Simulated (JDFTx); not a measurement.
**AlN under changes of volume**

One of the cells (10.417 Å³/atom); the others are scaled copies at fixed shape and fractional positions:

```
Al N
1.0
     0.00000    2.18399    2.18399
     2.18399    0.00000    2.18399
     2.18399    2.18399    0.00000
Al N
1 1
Cartesian
  0.0000 0.0000 0.0000
  1.0920 1.0920 1.0920
```

Measurements of this composition are mostly on another form, of space group No. 186.

* Program: JDFTx 1.7.0 (patched build)
* Functional: LDA
* Potentials or basis: PseudoDojo-SR-LDA-0.4.1-standard
* Cutoff: 1143 eV
* Density cutoff: 9143 eV
* k mesh: 10 × 10 × 10
* Occupations: fermi-dirac, width 0.05 eV
* Spin: no spin polarisation

```csv
volume (Å³/atom),energy over the lowest point (meV/atom),pressure (GPa),gap on the mesh (eV)
9.792,9.72,8.5,3.29
10.001,1.82,3.6,3.28
10.209,0.00,-0.8,3.27
10.417,?,?,?
10.626,12.33,-8.5,3.25
10.834,25.49,-11.8,3.24
11.042,42.72,-14.7,3.23
```

Task: What does the run at 10.417 Å³/atom give?

Result: Energy over the lowest point 3.68 meV/atom; pressure -4.8 GPa; gap on the mesh 3.26 eV.

Worked out: A Birch-Murnaghan fit of order 3 (a polynomial in V^(-2/3)) to the other rows has its minimum at 10.17 Å³/atom with B0 = V·E''(V) = 210 GPa and B' = 3.8. It gives 3.66 meV/atom at 10.417 Å³/atom, against the run's 3.68, and -dE/dV = -4.8 GPa, against -4.8. A straight line through the other rows of the gap, of slope -0.499 eV per unit of ln V, gives 3.26 eV, against the run's 3.26.

Energies are extrapolated to zero smearing.

A mesh can miss the band edges.
